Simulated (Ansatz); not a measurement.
CuO (Tenorite):

```
CELL_PARAMETERS angstrom
2.34185 -1.71130 0.00000
2.34185 1.71130 0.00000
-0.85003 0.00000 5.05787
ATOMIC_POSITIONS crystal
Cu 0.50000 0.00000 0.50000
Cu 0.00000 0.50000 0.00000
O 0.41840 0.58160 0.75000
O 0.58160 0.41840 0.25000
```

- Program: Ansatz 0.2.0
- Task: single point
- Functional: PBE
- Potentials or basis: all-electron LAPW, scalar-relativistic
- Cutoff: 439 eV (chosen from the basis error)
- Basis error allowed: 0.001 eV/atom
- k mesh: 10 × 10 × 5
- Occupations: fermi-dirac, width 0.05 eV
- Spin: no spin polarisation

On this cell: pressure 5.7 GPa; largest force 0.259 eV/Å; band gap on the k mesh none (metal or under the smearing width).

The same run follows on a disturbed copy (atoms moved at random, drawn with an rms of 0.05 Å):

```
Cu O
1.0
     2.34185   -1.71130    0.00000
     2.34185    1.71130    0.00000
    -0.85003    0.00000    5.05787
Cu O
2 2
Direct
  0.50631 0.99109 0.50005
  0.99695 0.51187 0.00777
  0.41258 0.58217 0.75430
  0.57936 0.40935 0.25162
```

Problem. What does the disturbed cell give?

Solution. The energy (extrapolated to zero smearing) moves by +4.9 meV/atom; pressure 5.5 GPa; largest force 0.424 eV/Å; band gap on the k mesh none (metal or under the smearing width).

Forces in eV/Å, atoms in the order of the input:
```
Cu  -0.043  0.141  0.397
Cu  -0.188  0.019 -0.342
O    0.093 -0.382 -0.106
O    0.138  0.222  0.051
```

Stress tensor (GPa, compression positive):
```
 5.45 -0.18 -1.54
-0.18  6.57 -0.47
-1.54 -0.47  4.36
```

Caveats: the run has no spin polarisation, though such a crystal can be magnetic; semilocal functionals often make such compounds metallic where correlation or magnetic order opens a gap, which also shifts bond lengths.
